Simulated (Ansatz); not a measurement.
**MnS (Cmc2_1): equation of state**

An exercise on one series of results from a longer session: the logs are not shown, and one member is left open.

The COD entry's cell or inner coordinates are ideal or old and differ from later refinements, so a difference from it is no clean test against experiment.

Method: DFT r²SCAN, scalar-relativistic, plane waves, PAW, in Ansatz 0.2.0.

**The structure to begin with**

Symmetry: Cmc2_1, No. 36, orthorhombic system. The conventional cell has a = 3.945 Å, b = 6.756 Å, c = 6.423 Å, α = 90.00°, β = 90.00°, γ = 90.00°. Mn (site symmetry m) is surrounded by 4 S at 2.40 to 2.41 Å. Around S (site symmetry m) lie 4 Mn at 2.40 to 2.41 Å.

Coordinates:

```cif
data_structure
_symmetry_space_group_name_H-M 'Cmc2_1'
_symmetry_Int_Tables_number 36
_cell_length_a 3.9446
_cell_length_b 6.7559
_cell_length_c 6.4233
_cell_angle_alpha 90.000
_cell_angle_beta 90.000
_cell_angle_gamma 90.000
_cell_volume 171.17
loop_
_atom_site_label
_atom_site_type_symbol
_atom_site_symmetry_multiplicity
_atom_site_Wyckoff_symbol
_atom_site_fract_x
_atom_site_fract_y
_atom_site_fract_z
_atom_site_occupancy
Mn1 Mn 4 a 0.50000 0.83130 0.99483 1
S1 S 4 a 0.50000 0.83440 0.62017 1
```

This cell comes from an earlier session at r²SCAN: 21.397 Å³/atom at 0.00 GPa, on a 6×4×4 mesh. The large moments point both ways and cancel.

Volume factors to run: 0.980, 1.020, 0.960, 1.040.

Set-up of the first run:

input.yaml reads:

```yaml
crystal:
  lattice:
    - [-3.918078046, 0.0, 0.0]
    - [0.0, 0.0, -6.3801617455]
    - [0.0, -6.7105500541, 0.0]
  atoms:
    - { symbol: Mn, position: [0.0, -0.0051716247, -0.3312961033], spin: 4.55 }
    - { symbol: Mn, position: [-0.5, -0.5051716503, -0.1687039102], spin: -4.55 }
    - { symbol: S, position: [0.0, -0.3798283594, -0.3344046504] }
    - { symbol: S, position: [-0.5, -0.8798283656, -0.1655953367] }
    - { symbol: Mn, position: [0.5, -0.0051716503, 0.1687039102], spin: -4.55 }
    - { symbol: Mn, position: [0.0, -0.5051716247, 0.3312961033], spin: 4.55 }
    - { symbol: S, position: [0.5, -0.3798283656, 0.1655953367] }
    - { symbol: S, position: [0.0, -0.8798283594, 0.3344046504] }
basis:
  ecutwfc: 500
  ecutrho_ratio: 4
kpoints:
  mp_grid: { grid: [6, 4, 4] }
hamiltonian:
  xc: r2scan
scf:
  occupations: { method: gaussian, width: 0.05 }
output:
  forces: true
  stress: true
  eigenvalues: true
  populations: true
magnetization:
  spin_polarized: true
relax:
  f_tol: 0.01
  max_steps: 40
  cell: { stress_tol: 0.1, fix: [volume] }
```

Run with:

```
> ansatz run input.yaml --threads 4 --pin off --max-ram 10240MiB --backend cpu --events-out ev --progress --plain --runs-dir out
```

Among the steps run: At 0.980 of the relaxed volume; Scaling the volume by 1.020; At 0.960 of the relaxed volume; At 1.040 of the relaxed volume.

One of the session's tables, all rows but one given; the rest of the session is left out.

It belongs to the step «The fit». 

| volume (Å³/atom) | energy (meV/atom) | pressure (GPa) | gap (eV) | moment of atom 1 (μB) |
| --- | --- | --- | --- | --- |
| 20.541 | 6.76 | 2.61 | 2.35 | 4.07 |
| 20.969 | 1.66 | 1.26 | 2.39 | 4.10 |
| 21.397 | 0.00 | 0.00 | 2.44 | 4.14 |
| 21.825 | ? | ? | ? | ? |
| 22.253 | 6.08 | -2.21 | 2.54 | 4.20 |

Estimate the missing values for volume (Å³/atom) = 21.825.

Worked estimate for «energy (meV/atom)». A straight line through the neighbours (21.397, 0.00) and (22.253, 6.08) gives 0.00 + (6.08 − 0.00) × (21.825 − 21.397) / (22.253 − 21.397) = 3.04; a parabola fitted to 3 rows on both sides gives 1.47.

As computed: energy (meV/atom): 1.57; pressure (GPa): -1.16; gap (eV): 2.49; moment of atom 1 (μB): 4.17. In «energy (meV/atom)» the line misses by +1.47 and the parabola by -0.10.

Caveats from the session: Warnings in the runs' records: anti translation declined, stability check not made.
